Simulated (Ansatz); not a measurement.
# LaB6 (CaB6 type): zero-pressure volume and bulk modulus with r²SCAN + D3(BJ)-ATM, part 2 of 2

What volume and stiffness does r²SCAN + D3(BJ)-ATM give for LaB6 (CaB6 type)?

Ansatz 0.2.0; DFT r²SCAN + D3(BJ)-ATM, scalar-relativistic, plane waves, PAW. The steps go on from the part before.

### Step 7. Volume × 0.96 of the new zero

input.yaml reads:

```yaml
crystal:
  lattice:
    - [4.0856194661, 0.0, 0.0]
    - [0.0, 4.0856194661, 0.0]
    - [0.0, 0.0, 4.0856194661]
  atoms:
    - { symbol: La, position: [0.0, 0.0, 0.0] }
    - { symbol: B, position: [0.199556827, 0.5, 0.5] }
    - { symbol: B, position: [0.800443173, 0.5, 0.5] }
    - { symbol: B, position: [0.5, 0.5, 0.199556827] }
    - { symbol: B, position: [0.5, 0.5, 0.800443173] }
    - { symbol: B, position: [0.5, 0.199556827, 0.5] }
    - { symbol: B, position: [0.5, 0.800443173, 0.5] }
basis:
  ecutwfc: 500
  ecutrho_ratio: 4
kpoints:
  mp_grid: { grid: [6, 6, 6] }
hamiltonian:
  xc: r2scan
  dispersion: d3bjatm
scf:
  occupations: { method: gaussian, width: 0.05 }
output:
  forces: true
  stress: true
  eigenvalues: true
relax:
  f_tol: 0.01
  max_steps: 40
```

Started as:

```console
$ ansatz run input.yaml --threads 8 --pin off --max-ram 12288MiB --backend cpu --events-out ev --progress --plain --runs-dir out
```

What it wrote, shortened:

```text
Warning: output.stress: scf.convergence.dr2_threshold = 1e-7 eV (the SCF's general default) is looser than the 7e-10 eV advised for a printed stress (1e-10 eV for each atom of the cell: 7). What an SCF threshold leaves in a stress goes as its square root, and in the free energy as the [...]
Warning: RAYON_NUM_THREADS=8 ignored (pool sized by the plan → 8); use --threads N
[...]
Pseudopotentials: kind: paw
Pseudopotential: La, paw, valence charge 11, recommended cutoff 500 eV (meta_gga), La.paw.azcp
Pseudopotential: B, paw, valence charge 3, recommended cutoff 500 eV (meta_gga), B.paw.azcp
Functional definition: r2SCAN
[...]
Crystal: 7 atoms, lattice volume = 68.198 Å³
Basis set: ecut = 500 eV, 1743 PW (Γ), exchange–correlation on 120×120×120 points (64 copies of the dense FFT grid, shifted against one another)
Bands: 22, of which v1, the nominal top of the filled ones, is band 15 counted from 1 (14 counted from 0)
Symmetry: 48 space group operations
Space group: Pm-3m (ITA 221), of the structure as read, at distance tolerance 4.1e-5 Å
[...]
  atom   3  B     -0.00011860    -0.00000000     0.00000000
  atom   4  B     -0.00000000     0.00000000     0.00011860
  atom   5  B     -0.00000000    -0.00000000    -0.00011860
  atom   6  B     -0.00000000     0.00011860    -0.00000000
  atom   7  B      0.00000000    -0.00011860     0.00000000
[...]
--- Stress (GPa, compression-positive) ---
        8.036424       0.000000      -0.000000
        0.000000       8.036424       0.000000
       -0.000000       0.000000       8.036424
  P = ⅓ Tr σ = 8.0364 GPa (80.364 kbar)
--- Band table (eV; the first three rows and the last of 20) ---
[... band rows left out ...]
[...]
--- Relaxed structure (3 steps of the walk, 3 accepted, 0 SCFs on fresh bases) ---
  F+E_penalty+E_count = -7209.04827485 eV   max|allowed force component| = 3.319e-5 eV/Å
  atoms:
    - { symbol: La, position: [3.7910046671239506e-21, -3.791004667124229e-21, 3.7910046671242064e-21] }
    - { symbol: B, position: [0.19930407584341348, 0.5, 0.5] }
    - { symbol: B, position: [0.8006959241565866, 0.5, 0.5] }
    - { symbol: B, position: [0.5, 0.5, 0.19930407584341348] }
    - { symbol: B, position: [0.5, 0.5, 0.8006959241565866] }
    - { symbol: B, position: [0.5, 0.19930407584341348, 0.5] }
    - { symbol: B, position: [0.5, 0.8006959241565866, 0.5] }
```

Run time: 2.7 s. Hardware: 8 threads of Arm Neoverse V2, shared host; peak memory 0.55 GiB.

How the relaxation went:

```
step  energy from step 1 (meV/atom)  largest force component (eV/Å)
   1                            0.0                           0.075
   2                            0.0                           0.039
   3                            0.0                           0.000
```

Step 1 is the start. The run keeps the 48 symmetry operations that it found, so it can't reach a distortion that breaks them.

Result: volume 9.743 Å³/atom, pressure 8.04 GPa, no gap.

### Step 8. Volume × 1.04 of the new zero

input.yaml reads:

```yaml
crystal:
  lattice:
    - [4.196094717, 0.0, 0.0]
    - [0.0, 4.196094717, 0.0]
    - [0.0, 0.0, 4.196094717]
  atoms:
    - { symbol: La, position: [0.0, 0.0, 0.0] }
    - { symbol: B, position: [0.2000970326, 0.5, 0.5] }
    - { symbol: B, position: [0.7999029674, 0.5, 0.5] }
    - { symbol: B, position: [0.5, 0.5, 0.2000970326] }
    - { symbol: B, position: [0.5, 0.5, 0.7999029674] }
    - { symbol: B, position: [0.5, 0.2000970326, 0.5] }
    - { symbol: B, position: [0.5, 0.7999029674, 0.5] }
basis:
  ecutwfc: 500
  ecutrho_ratio: 4
kpoints:
  mp_grid: { grid: [6, 6, 6] }
hamiltonian:
  xc: r2scan
  dispersion: d3bjatm
scf:
  occupations: { method: gaussian, width: 0.05 }
output:
  forces: true
  stress: true
  eigenvalues: true
relax:
  f_tol: 0.01
  max_steps: 40
```

Started as:

```console
$ ansatz run input.yaml --threads 8 --pin off --max-ram 12288MiB --backend cpu --events-out ev --progress --plain --runs-dir out
```

What it wrote, shortened:

```text
Warning: output.stress: scf.convergence.dr2_threshold = 1e-7 eV (the SCF's general default) is looser than the 7e-10 eV advised for a printed stress (1e-10 eV for each atom of the cell: 7). What an SCF threshold leaves in a stress goes as its square root, and in the free energy as the [...]
Warning: RAYON_NUM_THREADS=8 ignored (pool sized by the plan → 8); use --threads N
[...]
[... 4 set-up lines as earlier in the session ...]
[...]
Crystal: 7 atoms, lattice volume = 73.882 Å³
Basis set: ecut = 500 eV, 1863 PW (Γ), exchange–correlation on 128×128×128 points (64 copies of the dense FFT grid, shifted against one another)
Bands: 22, of which v1, the nominal top of the filled ones, is band 15 counted from 1 (14 counted from 0)
[... 2 set-up lines as earlier in the session ...]
[...]
  atom   3  B      0.00019178    -0.00000000     0.00000000
  atom   4  B      0.00000000     0.00000000    -0.00019178
  atom   5  B     -0.00000000     0.00000000     0.00019178
  atom   6  B     -0.00000000    -0.00019178     0.00000000
  atom   7  B      0.00000000     0.00019178     0.00000000
[...]
--- Stress (GPa, compression-positive) ---
       -6.655613       0.000000       0.000000
       -0.000000      -6.655613       0.000000
        0.000000       0.000000      -6.655613
  P = ⅓ Tr σ = -6.6556 GPa (-66.556 kbar)
--- Band table (eV; the first three rows and the last of 20) ---
[... band rows left out ...]
[...]
--- Relaxed structure (3 steps of the walk, 3 accepted, 0 SCFs on fresh bases) ---
  F+E_penalty+E_count = -7209.05646908 eV   max|allowed force component| = 1.366e-4 eV/Å
  atoms:
    - { symbol: La, position: [-7.38238934470581e-21, 1.8455973361764673e-20, 2.5838362706470442e-20] }
    - { symbol: B, position: [0.20038439438921632, 0.5, 0.5] }
    - { symbol: B, position: [0.7996156056107838, 0.5, 0.5] }
    - { symbol: B, position: [0.5, 0.5, 0.20038439438921632] }
    - { symbol: B, position: [0.5, 0.5, 0.7996156056107838] }
    - { symbol: B, position: [0.5, 0.20038439438921632, 0.5] }
    - { symbol: B, position: [0.5, 0.7996156056107838, 0.5] }
```

Run time: 3.2 s. Hardware: 8 threads of Arm Neoverse V2, shared host; peak memory 0.58 GiB.

How the relaxation went:

```
step  energy from step 1 (meV/atom)  largest force component (eV/Å)
   1                            0.0                           0.069
   2                            0.0                           0.038
   3                            0.0                           0.000
```

Step 1 is the start. The run keeps the 48 symmetry operations that it found, so it can't reach a distortion that breaks them.

This gives: volume 10.555 Å³/atom, pressure -6.66 GPa, metallic.

### Step 9. Energy and pressure against volume

Energies have the smearing extrapolated to zero and count from the lowest point.

```
volume (Å³/atom)  energy (meV/atom)  pressure (GPa)
           9.743               9.84            8.04
           9.946               2.38            3.83
          10.149               0.00            0.00
          10.352               2.25           -3.48
          10.555               8.71           -6.66
```

volume (Å³/atom), energy (meV/atom) and a bar:
```
     9.74        9.8 ##############################
     9.95        2.4 #######
    10.15        0.0 
    10.35        2.3 #######
    10.55        8.7 ###########################
```

### Step 10. Results

This closing draws on all 2 parts.

```
         quantity           value
               V0  10.148 Å³/atom
               B0         183 GPa
  gap on the mesh    none (metal)
dispersion energy   -104 meV/atom
      time in all            21 s
```

In words: r²SCAN + D3(BJ)-ATM puts the minimum at 10.15 Å³/atom, -1.1 % from the cell given, which stood at -0.3 GPa under PBE, with a bulk modulus of 183 GPa. Against the measured lattice constant a of LaB6, 4.157 Å (300 K; powder; “Magnetostriction of AlFe2B2 in High Magnetic Fields”, 2020, arxiv:2008.00057), the calculated 4.142 Å is off by -0.4 %. The calculation is for 0 K without zero-point motion.
